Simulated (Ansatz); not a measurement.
**LiCl: band gap under strain**

Aim: follow the gap of rocksalt LiCl through these states: -4.0 % strain along z alone; +5.0 % equal strain in all directions; -4.0 % strain along [111] alone. The table at the end shows which levels were run.

The runs shown are made with Ansatz 0.2.0. PAW datasets, plane waves. Computed at 0 K without zero-point motion; spin polarisation is off.

### Step 1. The cell

The unstrained cell was relaxed with r2SCAN; in each strained cell the atoms were relaxed again with r2SCAN. Names of k-points are those of the unstrained zone, where strain can split equivalent points. First state: -4.0 % strain along z alone.

Space group I4/mmm (No. 139), tetragonal; a = 3.615 Å, c = 4.908 Å in the conventional setting, 16.03 Å³ an atom. Near Li stand 6 Cl at 2.45–2.56 Å; near Cl stand 6 Li at 2.45–2.56 Å.

Structure file:

Space group I4/mmm (No. 139). a = 3.615 Å, b = 3.615 Å, c = 4.908 Å, α = 90.00°, β = 90.00°, γ = 90.00°
```csv
atom,site,symmetry,x,y,z
Li,2a,4/mmm,0.0000,0.0000,0.0000
Cl,2b,4/mmm,0.0000,0.0000,0.5000
```

From earlier runs on the unstrained cell: PBE 6.38 eV, r2SCAN 7.29 eV, HSE06 7.79 eV, G0W0 8.87 eV (on its mesh); a = 5.112 Å.

### Step 2. -4.0 % strain along z alone: PBE

input.yaml

```yaml
crystal:
  lattice:
    - [0.0, 2.5560369889, 2.4537955093]
    - [2.5560369889, 0.0, 2.4537955093]
    - [2.5560369889, 2.5560369889, 0.0]
  atoms:
    - { symbol: Li, position: [0.0, 0.0, 0.0] }
    - { symbol: Cl, position: [0.5, 0.5, 0.5] }
kpoints:
  mp_grid: { grid: [8, 8, 8] }
  band_path:
    path:
      - [0.0, 0.0, 0.0]
      - [0.5, 0.0, 0.5]
      - [0.625, 0.25, 0.625]
      - [0.375, 0.375, 0.75]
      - [0.5, 0.5, 0.5]
      - [0.5, 0.25, 0.75]
    npoints: 1
hamiltonian:
  xc: pbe
scf:
  occupations: { method: fermi_dirac, width: 0.02 }
  n_extra_bands: 4
output:
  forces: true
  stress: true
  eigenvalues: true
```

Run with:

```
ansatz run input.yaml --threads 2 --pin off --max-ram 2211MiB --backend cpu --events-out ev --progress --plain --runs-dir out
```

After this run come: -4.0 % strain along z alone: r2SCAN; -4.0 % strain along z alone: HSE06; -4.0 % strain along z alone: G0W0@PBE; +5.0 % equal strain in all directions: PBE; +5.0 % equal strain in all directions: r2SCAN; +5.0 % equal strain in all directions: HSE06; +5.0 % equal strain in all directions: G0W0@PBE; -4.0 % strain along [111] alone: PBE; -4.0 % strain along [111] alone: r2SCAN; -4.0 % strain along [111] alone: HSE06; -4.0 % strain along [111] alone: G0W0@PBE.

**Question.** What will these runs give?

**Answer**, as computed:

Least gap in eV (negative: overlap), with the change from the unstrained cell in brackets. G0W0 is on its own coarse mesh.

```
                                state  volume change (%)           PBE        r2SCAN         HSE06          G0W0
          -4.0 % strain along z alone               -4.0  6.59 (+0.21)  7.51 (+0.22)  8.00 (+0.21)  9.06 (+0.19)
+5.0 % equal strain in all directions              +15.8  5.62 (-0.76)  6.47 (-0.82)  6.97 (-0.82)  8.13 (-0.74)
      -4.0 % strain along [111] alone               -4.0  6.42 (+0.04)  7.18 (-0.11)  7.78 (-0.01)  8.91 (+0.04)
```

In words: With HSE06, of the states in the table +5.0 % equal strain in all directions shifts the gap most, by -0.810 eV. PBE and HSE06 differ by 1.40 eV on the unstrained gap, and by at most 0.05 eV on its change. No extrapolation in bands, cutoff or mesh was made for G0W0.
